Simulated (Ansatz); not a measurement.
**InP: how the settings move a single-point run**

Aim: see which settings change the result for InP, by how much, and at what cost.

Computed with Ansatz 0.2.0 (reference: DFT, PBEsol, plane waves, PAW, unless a step's input says otherwise).

2 further runs of the same task are left out: 1 for a known fault of the program, 1 that didn't finish.

**1. The structure to begin with**

The structure is cubic, space group F-43m (No. 216). Conventional cell: a = 5.908 Å, b = 5.908 Å, c = 5.908 Å, α = 90.00°, β = 90.00°, γ = 90.00°. In (site symmetry -43m) is surrounded by 4 P at 2.56 Å. P (site symmetry -43m) has 4 In at 2.56 Å as nearest neighbours.

As a file:

```xyz
2
Lattice="0.0000 2.9538 2.9538 2.9538 0.0000 2.9538 2.9538 2.9538 0.0000" Properties=species:S:1:pos:R:3 pbc="T T T"
In    0.0000    0.0000    0.0000
P     1.4769    1.4769    1.4769
```

**2. Baseline**

File input.yaml:

```yaml
crystal:
  lattice:
    - [0.0, 2.953787637, 2.953787637]
    - [2.953787637, 0.0, 2.953787637]
    - [2.953787637, 2.953787637, 0.0]
  atoms:
    - { symbol: In, position: [0.0, 0.0, 0.0] }
    - { symbol: P, position: [0.25, 0.25, 0.25] }
kpoints:
  mp_grid: { grid: [6, 6, 6] }
hamiltonian:
  xc: pbesol
scf:
  occupations: { method: fixed }
  n_extra_bands: 4
output:
  forces: true
  stress: true
  eigenvalues: true
```

Command:

```console
$ ansatz run input.yaml --threads 4 --pin off --max-ram 3686MiB --backend cpu --events-out ev --progress --plain --runs-dir out
```

**3. Changing settings: mp_grid.grid [4, 4, 4], xc hse06, accuracy low**

input.yaml: that of step 2 with these lines changed.

```diff
@@ -9,5 +9,5 @@
 kpoints:
-  mp_grid: { grid: [6, 6, 6] }
+  mp_grid: { grid: [4, 4, 4] }
 hamiltonian:
-  xc: pbesol
+  xc: hse06
 scf:
@@ -19 +19,2 @@
   eigenvalues: true
+accuracy: low
```

What does the calculation give? Wanted: for each run, ending; energy change; pressure; gap; force.

**Answer**, as computed:

```
                                              run     ending   energy change  pressure (GPa)  gap (eV)  force (eV/Å)  cycles    time
                                        reference  converged               -            -1.0      0.49          0.00       6  0.82 s
1: mp_grid.grid [4, 4, 4], xc hse06, accuracy low  converged  not comparable             0.0      1.39          0.00      12   8.6 s
```

Residual by cycle in the longest SCF loop of each run; runs are numbered as in the table. The quantity is the density residual dr2, in eV.

```
cycle  reference    run 1
    1      0.024  0.00903
    2    0.00161  0.00157
    3     1.5e-4   4.1e-4
    4     3.4e-5   1.8e-5
    5     2.2e-6   3.2e-6
    6     1.7e-8        -
```

What this shows: After a change of functional the difference of the totals has no physical meaning; the pressure goes from -1.0 to 0.0 GPa and the gap on the mesh goes from 0.49 to 1.39 eV. The k-point mesh and accuracy level changed too.
